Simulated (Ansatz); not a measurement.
CsPbCl3: reading a single point

```yaml
crystal:
  lattice:
    - [5.56094, 0.02668, 0.02879]
    - [0.02668, 5.55404, -0.07794]
    - [0.02879, -0.07794, 5.63249]
  atoms:
    - { symbol: Cs, position: [0.01714, 0.98542, 0.00478] }
    - { symbol: Pb, position: [0.48747, 0.48482, 0.50586] }
    - { symbol: Cl, position: [0.50028, 0.50943, 0.98197] }
    - { symbol: Cl, position: [0.98947, 0.52426, 0.51152] }
    - { symbol: Cl, position: [0.47988, 0.99498, 0.51155] }
```

Single point in Ansatz 0.2.0 with m-r2SCAN, no spin polarisation. Cutoff 500 eV, PAW datasets, 3×3×3 (shifted by 0.5, 0, 0 steps) k mesh, fermi-dirac filling (width 0.1 eV).

Task: Describe some of the short contacts.

Result: Pb–Cl at 2.68 Å: least valence density 0.33 e/Å³ and ELF 0.24 there. Cs–Cl at 3.73 Å: least valence density 0.05 e/Å³ and ELF 0.02 there, a closed-shell (ionic or weak) contact. Both are smooth PAW fields, read partly inside the augmentation spheres.

Task: Metal or insulator? Give the gap.

Result: The gap on the k mesh is 3.44 eV; the mesh may miss the band edges, so the true gap of this level can be smaller.

Task: What is the character of the valence top and the conduction bottom?

Result: Within 0.7 eV of the edges, the states project mainly on Cl p (64 %) and Pb s (26 %) below the gap and on Pb p (77 %) above it.

Task: Is it stable against the elements?

Result: -1.76 eV an atom against the elements' usual phases (free molecules for gases, crystals otherwise, with no correction for O₂ or N₂), so it is bound against them; other compounds may still compete. Relaxing would lower it.

Task: Which atom feels the largest force, and which way?

Result: The largest is on Pb2: 0.41 eV/Å, components (0.08, 0.21, -0.35). It makes 144° with the line to a nearest neighbour, Cl3 at 2.68 Å, pointing away from it.

Origin: a strained cell with displaced atoms, so it need not be a known compound. Caveats: an odd or shifted mesh can miss the band edges, so this level's true gap may be smaller; no spin-orbit coupling, which can shift this gap by tenths of an eV; m-r2SCAN is r2SCAN with a changed spin dependence that lowers moments.
